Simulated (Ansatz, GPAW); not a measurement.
## BP: programs and potentials compared

```
P B
1.0
     0.00000    2.26900    2.26900
     2.26900    0.00000    2.26900
     2.26900    2.26900    0.00000
P B
1 1
Direct
  0.75000 0.75000 0.75000
  0.00000 0.00000 0.00000
```

Alike in all runs: task single point; functional PBE; k mesh 10 × 10 × 10; occupations gaussian, width 0.024 eV; no spin polarisation; no spin-orbit coupling. Pressure is positive in compression and, in plane waves, holds the error of the finite cutoff, which Ansatz's Pulay term estimates and takes out.

```
                        program and potentials  plane-wave cutoff (eV)                             notes  band gap (eV)  pressure (GPa)
                            Ansatz, Ansatz PAW                     420  Pulay term of +0.13 GPa included           1.24            1.13
    GPAW, GPAW PAW data sets (gpaw-data 1.2.1)                     800                                 -           1.24            1.38
Ansatz, all-electron LAPW, scalar-relativistic                       -                                 -           1.25            1.09
```

The band gap spans 1.24 (Ansatz, Ansatz PAW) to 1.25 eV (Ansatz, all-electron LAPW, scalar-relativistic), with all-electron results at 1.25. The pressure spans 1.09 (Ansatz, all-electron LAPW, scalar-relativistic) to 1.38 GPa (GPAW, GPAW PAW data sets (gpaw-data 1.2.1)), with all-electron results at 1.09. The gap is indirect and read on the mesh alone.

The functional is the same throughout but for its coding, so the spread measures potentials, basis and numerics; runs on potential files found faulty are left out.

The three calculations give practically the same band gap, so the potentials hardly affect the band-edge energies of this strongly covalent sp³ network. The gap nevertheless lies well below the known one of zinc-blende BP. Since the all-electron result shares this shortfall, its main cause is the semilocal functional, whose Kohn–Sham gap lacks the derivative discontinuity, and not the treatment of the cores.

The pressure separates the methods more clearly: Ansatz PAW, at 1.13 GPa, stays close to the all-electron 1.09 GPa, while GPAW gives 1.38 GPa. A missing Pulay correction is an unlikely explanation, because a term of the usual positive sign would move GPAW further away; the data sets or other numerical details are more probable. In so stiff a lattice, the difference corresponds to only a very small change in lattice constant. All three pressures are positive, so PBE favours a slightly larger cell than the one used, in line with its usual tendency to underbind solids.
